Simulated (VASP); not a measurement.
Here is a VASP 6.6.1 calculation.

Contents of INCAR:

```
SYSTEM = Si
PREC     = Accurate       ! precision mode
ENCUT    = 520            ! plane-wave cutoff, eV
EDIFF    = 1E-6           ! SCF threshold, eV
ISMEAR   = -1             ! smearing method
SIGMA    = 0.02           ! smearing width, eV
LREAL    = .False.        ! projectors in reciprocal space
LASPH    = .True.         ! aspherical terms in the spheres
NELM     = 80             ! most SCF steps
ALGO     = Normal         ! electronic algorithm
ISIF     = 2              ! what is computed and relaxed
LWAVE    = .False.        ! write WAVECAR
LCHARG   = .False.        ! write CHGCAR
METAGGA  = R2SCAN         ! meta-GGA
LMIXTAU  = .True.       
NBANDS   = 11             ! bands
```

The input KPOINTS:

```
Automatic mesh
0
Gamma
  8 8 8
  0 0 0
```

File POSCAR:

```
Si
1.0
    0.0000000000      2.7155000000      2.7155000000
    2.7155000000      0.0000000000      2.7155000000
    2.7155000000      2.7155000000      0.0000000000
Si
2
Direct
    0.0000000000      0.0000000000      0.0000000000
    0.2500000000      0.2500000000      0.2500000000
```

The input KPOINTS_OPT:

```
path GXWKGLUWLK,UX
20
line-mode
reciprocal
 0.0000000000  0.0000000000  0.0000000000  G
 0.5000000000  0.0000000000  0.5000000000  X

 0.5000000000  0.0000000000  0.5000000000  X
 0.5000000000  0.2500000000  0.7500000000  W

 0.5000000000  0.2500000000  0.7500000000  W
 0.3750000000  0.3750000000  0.7500000000  K

 0.3750000000  0.3750000000  0.7500000000  K
 0.0000000000  0.0000000000  0.0000000000  G

 0.0000000000  0.0000000000  0.0000000000  G
 0.5000000000  0.5000000000  0.5000000000  L

 0.5000000000  0.5000000000  0.5000000000  L
 0.6250000000  0.2500000000  0.6250000000  U

 0.6250000000  0.2500000000  0.6250000000  U
 0.5000000000  0.2500000000  0.7500000000  W

 0.5000000000  0.2500000000  0.7500000000  W
 0.5000000000  0.5000000000  0.5000000000  L

 0.5000000000  0.5000000000  0.5000000000  L
 0.3750000000  0.3750000000  0.7500000000  K

 0.6250000000  0.2500000000  0.6250000000  U
 0.5000000000  0.0000000000  0.5000000000  X
```

Potentials or basis: VASP PAW PBE potentials, release 64 (Si).

Run with:

```console
$ cat potpaw_PBE.64/Si/POTCAR > POTCAR
$ mpirun -np 1 vasp_std > vasp.out
```

Question: Predict the band gap along the path.

Answer: 0.77 eV, indirect (least direct gap 2.76 eV).

Question: What does it give for the band gap on the k mesh?

Answer: 0.81 eV, indirect (least direct gap 2.76 eV).

Question: Estimate the pressure.

Answer: 0.5 GPa.

Levels at the corners of the path, in eV from the valence-band top:
| point | band 2 | band 3 | band 4 | band 5 | band 6 | band 7 |
| --- | --- | --- | --- | --- | --- | --- |
| Γ | 0.00 | 0.00 | 0.00 | 2.76 | 2.76 | 2.76 |
| X | -8.16 | -3.01 | -3.01 | 0.92 | 0.92 | 10.88 |
| X | -8.16 | -3.01 | -3.01 | 0.92 | 0.92 | 10.88 |
| W | -7.99 | -4.02 | -4.02 | 4.60 | 4.60 | 5.43 |
| W | -7.99 | -4.02 | -4.02 | 4.60 | 4.60 | 5.43 |
| K | -7.54 | -4.49 | -2.56 | 1.43 | 4.47 | 7.99 |
| K | -7.54 | -4.49 | -2.56 | 1.43 | 4.47 | 7.99 |
| Γ | 0.00 | 0.00 | 0.00 | 2.76 | 2.76 | 2.76 |
| Γ | 0.00 | 0.00 | 0.00 | 2.76 | 2.76 | 2.76 |
| L | -7.27 | -1.27 | -1.27 | 1.88 | 3.59 | 3.59 |
| L | -7.27 | -1.27 | -1.27 | 1.88 | 3.59 | 3.59 |
| U | -7.54 | -4.49 | -2.56 | 1.43 | 4.47 | 7.99 |
| U | -7.54 | -4.49 | -2.56 | 1.43 | 4.47 | 7.99 |
| W | -7.99 | -4.02 | -4.02 | 4.60 | 4.60 | 5.43 |
| W | -7.99 | -4.02 | -4.02 | 4.60 | 4.60 | 5.43 |
| L | -7.27 | -1.27 | -1.27 | 1.88 | 3.59 | 3.59 |
| L | -7.27 | -1.27 | -1.27 | 1.88 | 3.59 | 3.59 |
| K | -7.54 | -4.49 | -2.56 | 1.43 | 4.47 | 7.99 |
| U | -7.54 | -4.49 | -2.56 | 1.43 | 4.47 | 7.99 |
| X | -8.16 | -3.01 | -3.01 | 0.92 | 0.92 | 10.88 |

Caveat: the PAW data sets were made with another functional, which shifts forces and pressure a little. r2SCAN opens gaps a little over a GGA but as a rule still falls short of measured ones.
